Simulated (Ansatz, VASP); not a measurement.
# TaN in VASP and in Ansatz

Contents of INCAR:

```
SYSTEM = TaN
PREC = Accurate
ENCUT = 520
EDIFF = 1E-6
ISMEAR = 0
SIGMA = 0.15
LREAL = .FALSE.
LASPH = .TRUE.
NELM = 60
ALGO = Normal
ISIF = 2
LWAVE = .FALSE.
LCHARG = .FALSE.
GGA = PS
NBANDS = 42
```

KPOINTS

```
regular mesh
0
G
  14 14 4
  0 0 0
```

Contents of POSCAR:

```
TaN
1.0
   -3.1222862254      0.0000000000      0.0000000000
   -1.5611431127     -2.7039791891      0.0000000000
    0.0000000000      0.0000000000     12.1049231048
Ta N
4 4
Direct
    0.3333333333      0.3333333333      0.0150445792
    0.3333333333      0.3333333333      0.5150445792
    0.6666666667      0.6666666667      0.2650445792
    0.6666666667      0.6666666667      0.7650445792
    0.3333333333      0.3333333333      0.1774554208
    0.3333333333      0.3333333333      0.6774554208
    0.6666666667      0.6666666667      0.4274554208
    0.6666666667      0.6666666667      0.9274554208
```

Input for Ansatz:

```yaml
crystal:
  lattice:
    - [-3.1222862254, 0.0, 0.0]
    - [-1.5611431127, -2.7039791891, 0.0]
    - [0.0, 0.0, 12.1049231048]
  atoms:
    - { symbol: Ta, position: [0.3333333333, 0.3333333333, 0.0150445792] }
    - { symbol: Ta, position: [0.3333333333, 0.3333333333, 0.5150445792] }
    - { symbol: Ta, position: [0.6666666667, 0.6666666667, 0.2650445792] }
    - { symbol: Ta, position: [0.6666666667, 0.6666666667, 0.7650445792] }
    - { symbol: "N", position: [0.3333333333, 0.3333333333, 0.1774554208] }
    - { symbol: "N", position: [0.3333333333, 0.3333333333, 0.6774554208] }
    - { symbol: "N", position: [0.6666666667, 0.6666666667, 0.4274554208] }
    - { symbol: "N", position: [0.6666666667, 0.6666666667, 0.9274554208] }
basis:
  ecutwfc: 520.0
kpoints:
  mp_grid: { grid: [14, 14, 4] }
hamiltonian:
  xc: pbesol
scf:
  occupations: { method: gaussian, width: 0.15 }
output:
  forces: true
  stress: true
  eigenvalues: true
```

Alike in both runs: task single point; functional PBEsol; k mesh 14 × 14 × 4; occupations gaussian, width 0.15 eV; no spin polarisation.

|  | VASP | Ansatz |
| --- | --- | --- |
| version | VASP 6.6.1 | Ansatz 0.2.0 |
| potentials or method | VASP PAW PBE potentials, release 64 (Ta_pv, N) | scalar-relativistic, plane waves, PAW |
| plane-wave cutoff (eV) | 520 | 520 |
| valence electrons in the cell | 64 | 72 |

```csv
,VASP,Ansatz,Ansatz less VASP
gap on the k mesh at the Fermi level (eV),none,none,-
pressure (GPa),0.7,0.0,-0.71
largest component of the traceless stress (GPa),0.44,0.01,-0.422
rms of the force components (eV/Å),0.011,0.001,-0.0099
```

Atom by atom the forces differ by 0.013 eV/Å (rms over components). A gap of «none» marks a metal or a gap that the smearing closes. The two sets of potentials don't hold the same shells in valence.

Caveats: the PAW data sets were made with another functional, which shifts forces and pressure a little (VASP). Spin-orbit coupling is left out, which matters for the levels of Ta.
